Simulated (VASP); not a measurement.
The system is AlN.

```
Al N
1.0
     3.11281    0.00000    0.00000
    -1.55640    2.69577    0.00000
     0.00000    0.00000    4.98284
Al N
2 2
Direct
  0.33333 0.66667 0.99653
  0.66667 0.33333 0.49653
  0.33333 0.66667 0.37847
  0.66667 0.33333 0.87847
```

The cell was built by a generator and needn't be a form met in nature.

Base run:

| Property | Result |
| --- | --- |
| Program | VASP 6.6.1 |
| Functional | PBEsol |
| Potentials or basis | VASP PAW PBE potentials, release 64 (Al, N) |
| Cutoff | 520 eV |
| k mesh | 12 × 12 × 5 |
| Occupations | gaussian, width 0.03 eV |
| Spin | no spin polarisation |

Its results: band gap on the k mesh 4.12 eV, direct; pressure 0.1 GPa.

Q: The run is repeated on the same cell with these changes: functional from PBEsol to r2SCAN. What comes out?

A: Band gap on the k mesh 4.87 eV, direct; pressure -1.4 GPa.

r2SCAN gives the wider gap, since meta-GGAs in the generalised Kohn-Sham scheme recover part of the derivative discontinuity.

Caveats: the PAW data sets were made with another functional, which shifts forces and pressure a little.
